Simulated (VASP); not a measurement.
Wanted: the native input for a VASP 6.6.1 run.

```
Task                   : single point
Functional             : RPBE
Potentials or basis    : VASP PAW PBE potentials, release 64 (Au)
Cutoff                 : 520 eV
k mesh                 : 15 × 15 × 15
Occupations            : fermi-dirac, width 0.1 eV
Spin                   : no spin polarisation
Dipole correction      : no
Further INCAR settings : ALGO = Normal; EDIFF = 1e-06; NBANDS = 12
```

The structure of Au lies in POSCAR:

```
Au
1.0
   -1.6452883418      1.6452883418      1.6452883418
    1.6452883418     -1.6452883418      1.6452883418
    1.6452883418      1.6452883418     -1.6452883418
Au
1
Direct
    0.0000000000      0.0000000000      0.0000000000
```

This isn't the form of Au at room conditions, which is fcc.

The input as run:

INCAR

```
SYSTEM = Au
  PREC = Accurate
  ENCUT = 520
  EDIFF = 1E-6
  ISMEAR = -1
  SIGMA = 0.1
  LREAL = .False.
  LASPH = .True.
  NELM = 80
  ALGO = Normal
  ISIF = 2
  LWAVE = .False.
  LCHARG = .False.
  GGA = RP
  NBANDS = 12
```

KPOINTS

```
regular mesh
0
Gamma
  15 15 15
  0 0 0
```

Potentials or basis: VASP PAW PBE potentials, release 64 (Au).

Launch:

```sh
$ cat potpaw_PBE.64/Au/POTCAR > POTCAR
$ mpirun -np 1 vasp_std > vasp.out
```

Results of the run:

- Pressure: 5.5 GPa
- Band gap on the k mesh: none (metal or under the smearing width)

Caveat: the PAW data sets were made with another functional, which shifts forces and pressure a little.

Wall time 12 s on 1 thread of Intel(R) Xeon(R) Platinum 8488C (Sapphire Rapids), with other jobs on the host, peak memory 0.16 GiB.
